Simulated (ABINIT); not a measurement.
**Al in ABINIT: convergence with cutoff**

Input of the first run (cutoff 6 Ha); the others differ in this setting and in those tied to it:

run.abi

```
pp_dirpath "./"
pseudos "Al.GGA_PBE-JTH.xml"

acell 3*1.0
rprim
     0.0000000000     3.8263269058     3.8263269058
     3.8263269058     0.0000000000     3.8263269058
     3.8263269058     3.8263269058     0.0000000000
ntypat 1
znucl 13
natom 1
typat 1
xred
     0.0000000000     0.0000000000     0.0000000000

ecut 6.0
pawecutdg 46.0
pawxcdev 0

kptopt 1
ngkpt 11 11 11
nshiftk 1
shiftk 0.0 0.0 0.0

ixc -106131

nband 6
occopt 6
tsmear 0.00183747

nstep 100
tolvrs 1.0e-9

iomode 3
prtwf 0
prtden 0
prteig 0
prtebands 0
```

Potentials or basis: JTH PAW PBE v2.0.

Run with:

```bash
$ abinit run.abi > log 2>&1
```

Hardware: 1 thread of Arm Neoverse V1 (shared host).

| cutoff | energy less the tightest run (meV/atom) | SCF cycles | CPU time (s) | peak memory (GiB) |
| --- | --- | --- | --- | --- |
| 6 Ha | 39.88 | 7 | 2.2 | 0.07 |
| 7.5 Ha | 27.46 | 8 | 2.7 | 0.07 |
| 9 Ha | 19.49 | 8 | 2.9 | 0.07 |
| 10.5 Ha | 12.09 | 8 | 2.9 | 0.07 |
| 13 Ha | 5.30 | 8 | 3.4 | 0.07 |
| 15 Ha | 3.21 | 8 | 3.7 | 0.08 |
| 17 Ha | 1.54 | 8 | 4.8 | 0.08 |
| 20 Ha | 0.39 | 8 | 5.1 | 0.08 |
| 24 Ha | 0.00 | 8 | 5.4 | 0.08 |

Against the tightest run, the energy stays within 1 meV/atom from 20 Ha on. The tightest run that finished is the yardstick and may itself not be fully converged.
